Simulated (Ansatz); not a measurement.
Relaxation of a periodic cell of 19 atoms, HC18 (surface graphene monolayer, adsorbate H), to a largest force component of 0.03 eV/Å in at most 60 steps.

These are results of DFT PBE, scalar-relativistic, plane waves, PAW in Ansatz, not measurements. Settings: cutoff 420 eV, k mesh 2x2x1, gaussian smearing 0.02 eV, spin collinear.

```xyz
19
Lattice="7.3980 0.0000 0.0000 -3.6990 6.4069 0.0000 0.0000 0.0000 11.0000" Properties=species:S:1:pos:R:3:forces:R:3
C 0.000 0.000 1.000 -0.05 1.53 0.18
C 1.233 0.712 1.000 -0.22 -0.15 -0.03
C -1.233 2.136 1.000 0.09 0.10 0.02
C 0.000 2.847 1.000 0.02 0.00 0.00
C -2.466 4.271 1.000 2.05 -1.07 -1.01
C -1.233 4.983 1.000 -0.08 0.13 0.08
C 2.466 0.000 1.000 0.04 -0.09 -0.02
C 3.699 0.712 1.000 0.00 -0.02 0.03
C 1.233 2.136 1.000 -0.11 0.15 0.01
C 2.466 2.847 1.000 -0.06 -0.36 -0.09
C 0.000 4.271 1.000 0.04 -0.25 0.03
C 1.233 4.983 1.000 -0.09 0.24 0.17
C 4.932 0.000 1.000 -0.08 -0.12 -0.03
C 6.165 0.712 1.000 0.29 -0.09 -0.02
C 3.699 2.136 1.000 -0.03 -0.06 -0.09
C 4.932 2.847 1.000 0.10 -0.07 -0.04
C 2.466 4.271 1.000 -2.30 -1.27 -1.17
C 3.699 4.983 1.000 0.62 1.02 -0.79
H 3.585 4.437 1.950 -0.22 0.38 2.78
```

**Question.** Where does it end, and by what steps?

**Answer.** It converged. Limits of this set-up: coarse k mesh, slab without dipole correction. After 6 steps the energy has fallen by 0.961 eV; H19 moved furthest, 0.67 Å.

```
step  energy less start (eV)  largest force component (eV/Å)  accepted
   0                  0.0000                           2.781       yes
   1                 -0.3882                           1.337       yes
   2                 -0.7172                           1.021       yes
   3                 -0.8998                           0.713       yes
   4                 -0.9515                           0.332       yes
   5                 -0.9609                           0.033       yes
   6                 -0.9611                           0.004       yes
```

```xyz
19
Lattice="7.3980 0.0000 0.0000 -3.6990 6.4069 0.0000 0.0000 0.0000 11.0000" Properties=species:S:1:pos:R:3
C -0.006 0.007 1.001
C 1.224 0.691 0.961
C -1.235 2.109 0.928
C -0.006 2.819 0.923
C -2.441 4.225 1.001
C -1.234 4.948 0.961
C 2.458 -0.030 0.970
C 3.693 0.683 0.965
C 1.223 2.109 0.928
C 2.452 2.818 0.961
C -0.006 4.238 0.928
C 1.222 4.948 0.961
C 4.928 -0.030 0.970
C 6.162 0.691 0.961
C 3.693 2.109 0.970
C 4.934 2.818 0.961
C 2.429 4.225 1.001
C 3.693 4.954 1.235
H 3.693 4.954 2.364
```

Time of the run: 52 s on 2 threads of Arm Neoverse V2, with other jobs on the host, peak memory 0.83 GiB.
